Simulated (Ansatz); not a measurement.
Below is a relaxed structure of WS₂. It was relaxed at this level from a cell as deposited in COD.

Level of theory: Ansatz, DFT PBE, scalar-relativistic, plane waves, PAW. Cutoff 420 eV, Γ-centred mesh, Gaussian smearing, no spin polarisation.

```cif
data_structure
_symmetry_space_group_name_H-M 'P 1'
_symmetry_Int_Tables_number 1
_cell_length_a 3.1878
_cell_length_b 3.1878
_cell_length_c 14.7771
_cell_angle_alpha 90.000
_cell_angle_beta 90.000
_cell_angle_gamma 120.000
_cell_volume 130.05
loop_
_atom_site_label
_atom_site_type_symbol
_atom_site_fract_x
_atom_site_fract_y
_atom_site_fract_z
_atom_site_occupancy
W1 W 0.33333 0.66667 0.25000 1
W2 W 0.66667 0.33333 0.75000 1
S1 S 0.33333 0.66667 0.64369 1
S2 S 0.66667 0.33333 0.14369 1
S3 S 0.33333 0.66667 0.85631 1
S4 S 0.66667 0.33333 0.35631 1
```

Formation energies are uncorrected and refer to the elements' standard structures at the same level.

**Question.** What space group does it have?

**Answer.** P6_3/mmc (No. 194), the 2H molybdenite type. Conventional cell: a = 3.188 Å, c = 14.777 Å. W has 6 S at 2.42 Å; around S lie 3 W at 2.42 Å.

**Question.** What is its formation energy per atom?

**Answer.** −0.833 eV/atom. A negative formation energy is needed for stability but isn't enough: competing phases decide.

**Question.** Is it a metal?

**Answer.** No, the gap on the 12×12×2 mesh is 1.62 eV.

The last run used a 12×12×2 mesh (in the run's order of axes) for its 6-atom cell and Gaussian smearing of 0.02 eV. Weakly bound directions are ill-defined at this level, which has no dispersion term. These runs have no spin–orbit coupling, which can matter for W. Kohn–Sham gaps at this level usually fall short of measured ones. The reference form of S is held partly by dispersion forces, which this level lacks. A structure relaxed within its symmetry needn't be a true minimum.
